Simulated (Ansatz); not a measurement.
The system is SnTe.

```
CELL_PARAMETERS angstrom
0.00000 3.61115 3.61115
3.61115 0.00000 3.61115
3.61115 3.61115 0.00000
ATOMIC_POSITIONS crystal
Te 0.25000 0.25000 0.25000
Sn 0.00000 0.00000 0.00000
```

Measurements of this composition are mostly on another form, of space group No. 225.

- Program: Ansatz 0.2.0
- Task: relaxation of cell and atoms
- Functional: PBEsol
- Potentials or basis: Ansatz PAW
- Cutoff: 420 eV (not typed: the program's choice for these potentials)
- k mesh: 7 × 7 × 7
- Occupations: fermi-dirac, width 0.05 eV
- Spin: no spin polarisation

At the start: volume 47.09 Å³/atom.

How do energy, volume and symmetry change on relaxing?

It ends after 4 steps and the volume is 44.43 Å³/atom (-5.7 %); space group F-43m (No. 216, to 0.05 Å).

Step by step:
```csv
step,energy change (eV),largest force (eV/Å),volume (Å³)
1,0.0000,0.0000,94.18
2,-0.0245,0.0000,89.12
3,-0.0246,0.0000,88.85
4,-0.0240,0.0000,88.85
```

Final structure:
```
Te Sn
1.0
     0.00000    3.54172    3.54172
     3.54172    0.00000    3.54172
     3.54172    3.54172    0.00000
Te Sn
1 1
Cartesian
  1.7709 1.7709 1.7709
  0.0000 0.0000 0.0000
```

Caveat: the plane-wave basis is chosen anew once the cell has moved, so the energies of steps on either side of that aren't comparable; the PAW data sets come from PBE, with cores solved anew for the run's functional, which leaves a small shift of forces and pressure.
